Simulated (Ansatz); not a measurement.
A run of Ansatz 0.2.0 is set up as follows.

Contents of input.yaml:

```yaml
crystal:
  lattice:
    - [0.0, 2.024805, 2.024805]
    - [2.024805, 0.0, 2.024805]
    - [2.024805, 2.024805, 0.0]
  atoms:
    - { symbol: Al, position: [0.0, 0.0, 0.0] }
kpoints:
  mp_grid: { grid: [11, 11, 11] }
scf:
  occupations: { method: fermi_dirac, width: 0.05 }
hamiltonian:
  xc: pbe
  dispersion: d4
  pseudopotentials: { kind: all_electron, lapw: { basis_error: 0.001 } }
output:
  forces: true
  stress: true
relax:
  f_tol: 0.005
  max_steps: 60
  cell: {}
```

Potentials or basis: all-electron LAPW, scalar-relativistic.

Launch:

```bash
$ ansatz run input.yaml --threads 1 --pin off --max-ram 3072MiB --backend cpu --events-out ev --progress --plain --runs-dir out
```

(1) What does it give for the space group after relaxing (to 0.05 Å)?

(2) Predict the relaxed cell.

(3) Estimate the relaxed volume.

Results:

(1) Fm-3m (No. 225).

(2) a = 2.820 Å, b = 2.820 Å, c = 2.820 Å, α = 60.00°, β = 60.00°, γ = 60.00°.

(3) 15.86 Å³/atom.

The cell as given is a measured one (16.60 Å³/atom); PBE+D4 puts the equilibrium volume -4.5 % from it, thermal expansion not counted.
